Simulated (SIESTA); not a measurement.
# TaN under changes of volume

One of the cells (10.813 Å³/atom); the others are scaled copies at fixed shape and fractional positions:

```
CELL_PARAMETERS angstrom
0.00000 2.21132 2.21132
2.21132 0.00000 2.21132
2.21132 2.21132 0.00000
ATOMIC_POSITIONS crystal
Ta 0.50000 0.50000 0.50000
N 0.00000 0.00000 0.00000
```

The cell comes from a database or a generator and needn't be the stable form of this composition.

- Program: SIESTA 5.4.2
- Functional: PBE
- Potentials or basis: PseudoDojo 0.4 standard (PBE files)
- Basis: DZP (energy shift 0.003 Ry; two zetas on semicore shells)
- Grid cutoff: 800 Ry
- Energy shift: 0.003 Ry
- k mesh: 10 × 10 × 10
- Occupations: fermi-dirac, width 0.05 eV
- Spin: no spin polarisation

```csv
volume (Å³/atom),energy over the lowest point (meV/atom),pressure (GPa)
10.164,?,?
10.381,36.42,20.9
10.597,13.96,12.6
10.813,2.12,5.1
11.030,0.00,-1.8
11.246,6.56,-7.7
11.462,20.70,-13.1
```

Q: What does the run at 10.164 Å³/atom give?

A: Energy over the lowest point 71.07 meV/atom; pressure 30.7 GPa.

Worked out: A Birch-Murnaghan fit of order 3 (a polynomial in V^(-2/3)) to the other rows has its minimum at 10.97 Å³/atom with B0 = V·E''(V) = 334 GPa and B' = 4.6. It gives 71.17 meV/atom at 10.164 Å³/atom, against the run's 71.07, and -dE/dV = 30.5 GPa, against 30.7.

Energies are extrapolated to zero smearing.

Caveats: short orbitals over semicore shells can move pressures by several GPa; the basis of atomic orbitals isn't converged, which shifts pressures, moduli and gaps.
